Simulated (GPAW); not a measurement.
Crystal: ZnS (Wurtzite-6H).

```xyz
12
Lattice="3.8120 0.0000 0.0000 -1.9060 3.3013 0.0000 0.0000 0.0000 18.6900" Properties=species:S:1:pos:R:3 pbc="T T T"
Zn    0.0000    2.2009   15.5749
Zn    1.9060    1.1004    6.2299
Zn    1.9060    1.1004   12.4601
Zn    0.0000    2.2009    3.1151
Zn    0.0000    0.0000    9.3450
Zn    0.0000    0.0000    0.0000
S     0.0000    2.2009   17.9112
S     1.9060    1.1004    8.5662
S     1.9060    1.1004   14.7963
S     0.0000    2.2009    5.4513
S     0.0000    0.0000   11.6812
S     0.0000    0.0000    2.3362
```

Program: GPAW 26.7.0. Alike in all runs: no spin polarisation; cell as given.

Q: Order these runs on this cell by their band gap on the k mesh, lowest first.
A. level PBE; potentials or basis GPAW PAW data sets (gpaw-data 1.2.1), pw; k mesh 8 × 8 × 2; cutoff (eV) 600; smearing gaussian 0.015 eV; maxiter 150
B. level LDA; potentials or basis the program's PAW data sets (release 1.2.1) made for this functional, pw; k mesh 6 × 6 × 1; cutoff (eV) 450; smearing fermi-dirac 0.05 eV; maxiter 120; convergence default
C. level rSCAN; potentials or basis GPAW PAW data sets (gpaw-data 1.2.1), pw; k mesh 5 × 5 × 1; cutoff (eV) 600; smearing fermi-dirac 0.05 eV; maxiter 150; k mesh for the DOS 7 × 7 × 1; dos width 0.2 eV

A: B (1.91 eV), A (2.16 eV), C (2.70 eV).

Caveats: an odd mesh through Γ misses points on the zone boundary, where band edges often lie (some runs).

Not every run made on this cell is shown here.
